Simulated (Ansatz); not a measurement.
The following input was run with Ansatz 0.2.0.

```yaml
crystal:
  lattice:
    - [0.0, 2.4109845463, 2.4109845463]
    - [2.4109845463, 0.0, 2.4109845463]
    - [2.4109845463, 2.4109845463, 0.0]
  atoms:
    - { symbol: Sb, position: [0.0, 0.0, 0.0] }
basis:
  ecutwfc: 420
kpoints:
  mp_grid: { grid: [16, 16, 16] }
hamiltonian:
  xc: pbe
scf:
  occupations: { method: gaussian, width: 0.1 }
output:
  forces: true
  stress: true
  eigenvalues: true
```

Launched with
```bash
ansatz run input.yaml --threads 1 --pin off --max-ram 1331MiB --backend cpu --events-out ev --progress --plain --runs-dir out
```

The calculation used DFT PBE, scalar-relativistic, plane waves, PAW in Ansatz 0.2.0.

Abridged output:

```
Pseudopotentials: kind: paw
Pseudopotential: Sb, paw, valence charge 15, recommended cutoff 420 eV (normal)
Functional definition: PBE
Crystal: 1 atom, lattice volume = 28.029 Å³
Basis set: ecut = 420 eV, 537 PW (Γ), exchange–correlation on 48×48×48 points (8 copies of the dense FFT grid, shifted against one another)
Bands: 12, of which v1, the nominal top of the filled ones, is band 8 counted from 1 (7 counted from 0)
Symmetry: 48 space group operations
Space group: Fm-3m (ITA 225), of the structure as read, at distance tolerance 3.0e-5 Å
k-points: 145 of 4096
Initial density: superposition of atomic densities (neutral atoms: chi_scale 0, normalization atom), corrected by the library's trained network
Initial wavefunctions: pseudopotential atomic-orbital guess
Functional: x = pbe(κ = 0.804, μ = 0.21951497), c = pbe(β = 0.06672455)
SCF iter   1: F=—  HF=-6484.164940 eV  |F-HF|=—  |Δ(HF+E_count)|=         —  Δρ=6.97e-4  dr2=7.18e-5  ethr=1.77e-3  ⟨swp⟩=5.0  Hψ=10099  notcnv=0
SCF iter   2: F=—  HF=-6484.164528 eV  |F-HF|=—  |Δ(HF+E_count)|=   4.12e-4  Δρ=5.21e-4  dr2=6.68e-5  ethr=4.79e-7  ⟨swp⟩=2.7  Hψ=4120  notcnv=0
SCF iter   3: F=—  HF=-6484.164547 eV  |F-HF|=—  |Δ(HF+E_count)|=   1.95e-5  Δρ=2.66e-4  dr2=1.45e-5  ethr=4.46e-7  ⟨swp⟩=2.1  Hψ=2723  notcnv=0
SCF iter   4: F=—  HF=-6484.164565 eV  |F-HF|=—  |Δ(HF+E_count)|=   1.75e-5  Δρ=6.30e-5  dr2=1.13e-6  ethr=9.65e-8  ⟨swp⟩=2.3  Hψ=2485  notcnv=0
SCF iter   5: F=-6484.164564 eV  HF=-6484.164564 eV  |F-HF|=1.20e-7  |Δ(HF+E_count)|=   7.93e-7  Δρ=1.68e-5  dr2=8.58e-8  ethr=7.53e-9  ⟨swp⟩=2.0  Hψ=2595  notcnv=0
SCF iter   6: F=-6484.164564 eV  HF=-6484.164564 eV  |F-HF|=2.63e-9  |Δ(HF+E_count)|=   6.03e-8  Δρ=2.95e-6  dr2=1.56e-9  ethr=5.72e-10  ⟨swp⟩=4.9  Hψ=8352  notcnv=0
SCF 1 converged in 6 iterations: F = -6484.164564 eV  dr2 = 1.56e-9
SCF converged after 6 iterations
Free energy (F): -6484.164564 eV
Harris-Foulkes:  -6484.164564 eV  (|F-HF|=2.63e-9)
Internal energy: -6484.159359 eV  (E = F + TS)
E sigma→0 (E₀):  -6484.161962 eV
Entropy (-TS):   -0.005204 eV (-5.204 meV/atom)
Fermi energy:    11.022505 eV
--- Per-component energies (eV) ---
  E_band       = -153.205128
  E_kinetic    = 205.937667
  E_local      = -1465.110101  (includes V_loc(G=0)·N_el)
  E_nonlocal   = 361.239271
  E_hartree    = 666.539228
  E_xc         = -138.254718
  E_vxc        = -95.956241  (∫ρ·V_xc dr)
  E_paw        = -4574.207656  (= ΣΔE_a)
  E_vpaw       = -492.392157  (= ΣTr[D̂ρ^β])
  E_aug_tail   = -0.000002  (compensation charges beyond the density's cutoff)
  E_ewald      = -1540.303050
  E_smearing   = -0.005204  (= −TS)
--- Forces (eV/Å), atoms counted from 1 ---
  atom   1  Sb     0.00000000     0.00000000     0.00000000
--- Stress (GPa, compression-positive) ---
       -1.066642       0.000000       0.000000
        0.000000      -1.066642       0.000000
        0.000000       0.000000      -1.066642
  P = ⅓ Tr σ = -1.0666 GPa (-10.666 kbar)
--- Band table (eV; the first three rows and the last of 145) ---
  k-point 0: bands = ["-18.2662", "-18.2662", "-18.2662", "-18.2345", "-18.2345", "-1.5758", "16.0751", "16.0751", "16.0751", "21.2235", "21.3652", "21.3652"]
  k-point 1: bands = ["-18.2658", "-18.2647", "-18.2647", "-18.2345", "-18.2345", "-1.5014", "15.3637", "15.9807", "15.9807", "20.3621", "21.5368", "21.5368"]
  k-point 2: bands = ["-18.2648", "-18.2612", "-18.2612", "-18.2338", "-18.2338", "-1.2789", "13.7960", "15.7384", "15.7384", "19.8259", "21.9469", "21.9469"]
  k-point 144: bands = ["-18.2542", "-18.2448", "-18.2448", "-18.2190", "-18.1894", "3.6717", "8.0365", "8.0365", "9.6519", "20.1751", "21.9215", "21.9215"]
```

The run converged.